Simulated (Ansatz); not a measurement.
Runs of Ansatz 0.2.0 on BaTiO3. It takes space group P4mm (No. 99, tetragonal). The conventional cell has a = 4.000 Å, b = 4.000 Å, c = 4.018 Å, α = 90.00°, β = 90.00°, γ = 90.00°. Ba (site symmetry 4mm) is surrounded by 12 O at 2.79 to 2.88 Å. Ti (site symmetry 4mm) has 6 O at 1.89 to 2.13 Å as nearest neighbours. O (site symmetry 2mm) is surrounded by 2 Ti at 2.00 Å. O (site symmetry 4mm) is surrounded by 2 Ti at 1.89 to 2.13 Å. 

```csv
task,level,spin,cell,cutoff (eV),points for each segment of the path,gap on the mesh (eV),pressure (GPa),relaxed volume (Å³/atom),largest force (eV/Å)
single point,PBE,off,as given,350,-,1.93,2.5,-,(a)
relaxation of cell and atoms,RPBE+D4,off,relaxed,420,-,(b),0.0,13.21,-
relaxation of cell and atoms,PBE+D4,off,relaxed,420,-,1.97,0.0,13.01,-
band structure,PBE,off,as given,420,14,1.93,2.4,-,0.31
```

Alike in all rows: potentials or basis Ansatz PAW; k mesh 7 × 7 × 7; smearing fermi-dirac 0.05 eV.

Q: Fill in the values left out.

A: (a) 0.32; (b) 2.00.

Caveats: spin-orbit coupling is left out, which moves the levels of the heavy elements; odd divisions of the mesh miss points on the zone boundary, where band edges often lie, so the gap on the mesh can be too wide (some runs); the plane-wave basis is chosen anew once the cell has moved, so the energies of steps on either side of that aren't comparable (some runs); the pressure holds a Pulay correction of +6.2 GPa for the finite cutoff (some runs); the cutoff lies under the one recommended for these potentials (some runs); the PAW data sets come from PBE, with cores solved anew for the run's functional, which leaves a small shift of forces and pressure (some runs); the k mesh misses the band edges, so the gap on the mesh is wider than the one along the path (some runs).

A k mesh can miss the band edges, and the runs leave out spin-orbit coupling on Ba.
